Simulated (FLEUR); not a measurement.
A run of FLEUR MaX-R8.1 (later development tree) is set up as follows.

Contents of inp.xml:

```xml
<?xml version="1.0" encoding="UTF-8" standalone="no"?>
<fleurInput fleurInputVersion="0.39">
   <comment>
      ZrB2                                                                                                
   </comment>
   <calculationSetup>
      <cutoffs Kmax="4.5" Gmax="14.0" GmaxXC="14.0" numbands="0"/>
      <scfLoop itmax="80" minDistance="0.0001" maxIterBroyd="30" imix="Anderson" alpha="0.05" precondParam="0.0" spinf="2.0" sdNocoIR="T"/>
      <coreElectrons ctail="F" frcor="F" kcrel="0" coretail_lmax="0"/>
      <xcFunctional name="LibXC" relativisticCorrections="F">
         <LibXCName exchange="mgga_x_r2scan" correlation="mgga_c_r2scan"/>
         <AuxGGA exchange="117" correlation="130"/>
      </xcFunctional>
      <magnetism jspins="1"/>
      <soc l_soc="F" theta="0.0" phi="0.0" spav="F"/>
      <expertModes spex="0" secvar="F"/>
      <geometryOptimization l_f="F" forcealpha="1.0" forcemix="BFGS" epsdisp="0.00001" epsforce="0.00001"/>
      <ldaU l_linMix="F" mixParam="0.05" spinf="1.0"/>
   </calculationSetup>
   <cell>
      <bzIntegration valenceElectrons="18.0" mode="hist" fermiSmearingEnergy="0.00183747">
         <kPointListSelection listName="default-1"/>
         <!-- k-points included here -->
         <xi:include xmlns:xi="http://www.w3.org/2001/XInclude" href="kpts.xml"> </xi:include>
      </bzIntegration>
      <!-- symmetry operations included here -->
      <xi:include xmlns:xi="http://www.w3.org/2001/XInclude" href="sym.xml"> </xi:include>
      <bulkLattice scale="1.0">
         <bravaisMatrix>
            <row-1>    5.9904318149819993     0.0000000000000000     0.0000000000000000</row-1>
            <row-2>   -2.9952159074909996     5.1878661314192263     0.0000000000000000</row-2>
            <row-3>    0.0000000000000000     0.0000000000000000     6.6764023982117990</row-3>
         </bravaisMatrix>
      </bulkLattice>
   </cell>
   <atomSpecies>
      <species name="Zirconium (Zr)" element="Zr" atomicNumber="40">
         <mtSphere radius="2.66" gridPoints="879" logIncrement="0.015"/>
         <atomicCutoffs lmax="10" lnonsphr="10"/>
         <electronConfig flipSpins="F">
            <coreConfig>(1s1/2) (2s1/2) (2p1/2) (2p3/2) (3s1/2) (3p1/2) (3p3/2) (3d3/2) (3d5/2)</coreConfig>
            <valenceConfig>(4s1/2) (4p1/2) (4p3/2) (5s1/2) (4d3/2) (4d5/2)</valenceConfig>
            <stateOccupation state="(4d3/2)" spinUp="0.400000" spinDown="0.400000"/>
            <stateOccupation state="(4d5/2)" spinUp="0.600000" spinDown="0.600000"/>
         </electronConfig>
         <energyParameters s="5" p="5" d="4" f="4"/>
         <lo type="SCLO" l="0" n="4" eDeriv="0"/>
         <lo type="SCLO" l="1" n="4" eDeriv="0"/>
         <lo type="SCLO" l="1" n="4" eDeriv="1"/>
         <lo type="SCLO" l="2" n="4" eDeriv="2"/>
         <lo type="SCLO" l="3" n="4" eDeriv="2"/>
      </species>
      <species name="Boron (B)" element="B" atomicNumber="5">
         <mtSphere radius="1.6" gridPoints="529" logIncrement="0.019"/>
         <atomicCutoffs lmax="8" lnonsphr="8"/>
         <electronConfig flipSpins="F">
            <coreConfig>(1s1/2)</coreConfig>
            <valenceConfig>(2s1/2) (2p1/2) (2p3/2)</valenceConfig>
            <stateOccupation state="(2p1/2)" spinUp="0.166667" spinDown="0.166667"/>
            <stateOccupation state="(2p3/2)" spinUp="0.333333" spinDown="0.333333"/>
         </electronConfig>
         <energyParameters s="2" p="2" d="3" f="4"/>
         <lo type="SCLO" l="0" n="2" eDeriv="2"/>
         <lo type="SCLO" l="1" n="2" eDeriv="2"/>
         <lo type="SCLO" l="2" n="3" eDeriv="2"/>
      </species>
   </atomSpecies>
   <atomGroups>
      <atomGroup species="Zirconium (Zr)">
         <relPos label="                   1">.0000000000 .0000000000 .0000000000</relPos>
         <force calculate="T" relaxXYZ="TTT"/>
      </atomGroup>
      <atomGroup species="Boron (B)">
         <relPos label="                   2">-1.000/3.000 1.000/3.000 1.000/2.000</relPos>
         <relPos label="                   3">1.000/3.000 -1.000/3.000 1.000/2.000</relPos>
         <force calculate="T" relaxXYZ="TTT"/>
      </atomGroup>
   </atomGroups>
   <output dos="F" band="F" slice="F">
      <checks vchk="F" cdinf="F"/>
      <bandDOS minEnergy="-.5*Htr" maxEnergy="0.5*Htr" sigma="0.015" storeEVData="T"/>
      <vacuumDOS vacdos="F" integ="F" star="F" nstars="0" locx1="0.0" locy1="0.0" locx2="0.0" locy2="0.0" nstm="0" tworkf="0.0"/>
      <unfoldingBand unfoldBand="F" supercellX="1" supercellY="1" supercellZ="1"/>
      <plotting iplot="0" polar="F">
         <plot TwoD="T" vec1="  1.0  0.0  0.0" vec2="  0.0  1.0  0.0" vec3="  0.0  0.0  1.0" zero="  0.0  0.0  0.0" file="plot"/>
      </plotting>
      <chargeDensitySlicing numkpt="0" minEigenval="0.0" maxEigenval="0.0" nnne="0" pallst="F"/>
      <specialOutput eonly="F"/>
      <moessbauerParams electricFieldGradient="T" isomerShift="T" coreHyperfine="T" valenceHyperfine="T"/>
      <magneticCircularDichroism mcd="F" energyLo="-10.0" energyUp="0.0"/>
   </output>
  <!-- We include the file relax.xml here to enable relaxations (see documentation) -->
  <xi:include xmlns:xi="http://www.w3.org/2001/XInclude" href="relax.xml"> <xi:fallback/> </xi:include>
</fleurInput>
```

File crystal.txt:

```
ZrB2
&input cartesian=F /
3.1700000000  0.0000000000  0.0000000000
-1.5850000000  2.7453005300  0.0000000000
0.0000000000  0.0000000000  3.5330000000
1.8897261246
1.0 1.0 1.0

3
40 0.0000000000  0.0000000000  0.0000000000
5 0.6666666667  0.3333333333  0.5000000000
5 0.3333333333  0.6666666667  0.5000000000

&kpt div1=10 div2=10 div3=8 gamma=T /
```

File inp.xml (bands):

```
<?xml version="1.0" encoding="UTF-8" standalone="no"?>
<fleurInput fleurInputVersion="0.39">
   <comment>
      ZrB2                                                                                                
   </comment>
   <calculationSetup>
      <cutoffs Kmax="4.5" Gmax="14.0" GmaxXC="14.0" numbands="0"/>
      <scfLoop itmax="80" minDistance="0.0001" maxIterBroyd="30" imix="Anderson" alpha="0.05" precondParam="0.0" spinf="2.0" sdNocoIR="T"/>
      <coreElectrons ctail="F" frcor="F" kcrel="0" coretail_lmax="0"/>
      <xcFunctional name="LibXC" relativisticCorrections="F">
         <LibXCName exchange="mgga_x_r2scan" correlation="mgga_c_r2scan"/>
         <AuxGGA exchange="117" correlation="130"/>
      </xcFunctional>
      <magnetism jspins="1"/>
      <soc l_soc="F" theta="0.0" phi="0.0" spav="F"/>
      <expertModes spex="0" secvar="F"/>
      <geometryOptimization l_f="F" forcealpha="1.0" forcemix="BFGS" epsdisp="0.00001" epsforce="0.00001"/>
      <ldaU l_linMix="F" mixParam="0.05" spinf="1.0"/>
   </calculationSetup>
   <cell>
      <bzIntegration valenceElectrons="18.0" mode="hist" fermiSmearingEnergy="0.00183747">
         <kPointListSelection listName="path-1"/>
         <!-- k-points included here -->
         <xi:include xmlns:xi="http://www.w3.org/2001/XInclude" href="kpts.xml"> </xi:include>
      </bzIntegration>
      <!-- symmetry operations included here -->
      <xi:include xmlns:xi="http://www.w3.org/2001/XInclude" href="sym.xml"> </xi:include>
      <bulkLattice scale="1.0">
         <bravaisMatrix>
            <row-1>    5.9904318149819993     0.0000000000000000     0.0000000000000000</row-1>
            <row-2>   -2.9952159074909996     5.1878661314192263     0.0000000000000000</row-2>
            <row-3>    0.0000000000000000     0.0000000000000000     6.6764023982117990</row-3>
         </bravaisMatrix>
      </bulkLattice>
   </cell>
   <atomSpecies>
      <species name="Zirconium (Zr)" element="Zr" atomicNumber="40">
         <mtSphere radius="2.66" gridPoints="879" logIncrement="0.015"/>
         <atomicCutoffs lmax="10" lnonsphr="10"/>
         <electronConfig flipSpins="F">
            <coreConfig>(1s1/2) (2s1/2) (2p1/2) (2p3/2) (3s1/2) (3p1/2) (3p3/2) (3d3/2) (3d5/2)</coreConfig>
            <valenceConfig>(4s1/2) (4p1/2) (4p3/2) (5s1/2) (4d3/2) (4d5/2)</valenceConfig>
            <stateOccupation state="(4d3/2)" spinUp="0.400000" spinDown="0.400000"/>
            <stateOccupation state="(4d5/2)" spinUp="0.600000" spinDown="0.600000"/>
         </electronConfig>
         <energyParameters s="5" p="5" d="4" f="4"/>
         <lo type="SCLO" l="0" n="4" eDeriv="0"/>
         <lo type="SCLO" l="1" n="4" eDeriv="0"/>
         <lo type="SCLO" l="1" n="4" eDeriv="1"/>
         <lo type="SCLO" l="2" n="4" eDeriv="2"/>
         <lo type="SCLO" l="3" n="4" eDeriv="2"/>
      </species>
      <species name="Boron (B)" element="B" atomicNumber="5">
         <mtSphere radius="1.6" gridPoints="529" logIncrement="0.019"/>
         <atomicCutoffs lmax="8" lnonsphr="8"/>
         <electronConfig flipSpins="F">
            <coreConfig>(1s1/2)</coreConfig>
            <valenceConfig>(2s1/2) (2p1/2) (2p3/2)</valenceConfig>
            <stateOccupation state="(2p1/2)" spinUp="0.166667" spinDown="0.166667"/>
            <stateOccupation state="(2p3/2)" spinUp="0.333333" spinDown="0.333333"/>
         </electronConfig>
         <energyParameters s="2" p="2" d="3" f="4"/>
         <lo type="SCLO" l="0" n="2" eDeriv="2"/>
         <lo type="SCLO" l="1" n="2" eDeriv="2"/>
         <lo type="SCLO" l="2" n="3" eDeriv="2"/>
      </species>
   </atomSpecies>
   <atomGroups>
      <atomGroup species="Zirconium (Zr)">
         <relPos label="                   1">.0000000000 .0000000000 .0000000000</relPos>
         <force calculate="T" relaxXYZ="TTT"/>
      </atomGroup>
      <atomGroup species="Boron (B)">
         <relPos label="                   2">-1.000/3.000 1.000/3.000 1.000/2.000</relPos>
         <relPos label="                   3">1.000/3.000 -1.000/3.000 1.000/2.000</relPos>
         <force calculate="T" relaxXYZ="TTT"/>
      </atomGroup>
   </atomGroups>
   <output dos="F" band="T" slice="F">
      <checks vchk="F" cdinf="F"/>
      <bandDOS minEnergy="-.5*Htr" maxEnergy="0.5*Htr" sigma="0.015" storeEVData="T"/>
      <vacuumDOS vacdos="F" integ="F" star="F" nstars="0" locx1="0.0" locy1="0.0" locx2="0.0" locy2="0.0" nstm="0" tworkf="0.0"/>
      <unfoldingBand unfoldBand="F" supercellX="1" supercellY="1" supercellZ="1"/>
      <plotting iplot="0" polar="F">
         <plot TwoD="T" vec1="  1.0  0.0  0.0" vec2="  0.0  1.0  0.0" vec3="  0.0  0.0  1.0" zero="  0.0  0.0  0.0" file="plot"/>
      </plotting>
      <chargeDensitySlicing numkpt="0" minEigenval="0.0" maxEigenval="0.0" nnne="0" pallst="F"/>
      <specialOutput eonly="F"/>
      <moessbauerParams electricFieldGradient="T" isomerShift="T" coreHyperfine="T" valenceHyperfine="T"/>
      <magneticCircularDichroism mcd="F" energyLo="-10.0" energyUp="0.0"/>
   </output>
  <!-- We include the file relax.xml here to enable relaxations (see documentation) -->
  <xi:include xmlns:xi="http://www.w3.org/2001/XInclude" href="relax.xml"> <xi:fallback/> </xi:include>
</fleurInput>
```

Potentials or basis: all-electron, FLAPW.

Command:

```sh
$ inpgen -f crystal.txt -profile fastHighL
$ # inp.xml edited to the form shown
$ fleur_MPI
$ fleur_MPI   # second run, on inp.xml (bands)
```

**Question.** What does it give for the band gap along the path?

**Answer.** None (metal or under the smearing width).

Core levels (eV from the Fermi level):
```tsv
atom	levels
1 Zr	1s1/2 -17812.6, 2s1/2 -2462.6, 2p1/2 -2253.3, 2p3/2 -2167.4, 3s1/2 -398.7, 3p1/2 -320.8, 3p3/2 -307.2, 3d3/2 -170.1, 3d5/2 -167.6
2 B	1s1/2 -173.7
3 B	1s1/2 -173.7
```

Caveat: the meta-GGA is that of a development version, with a GGA for the radial functions and cores and without core tails.
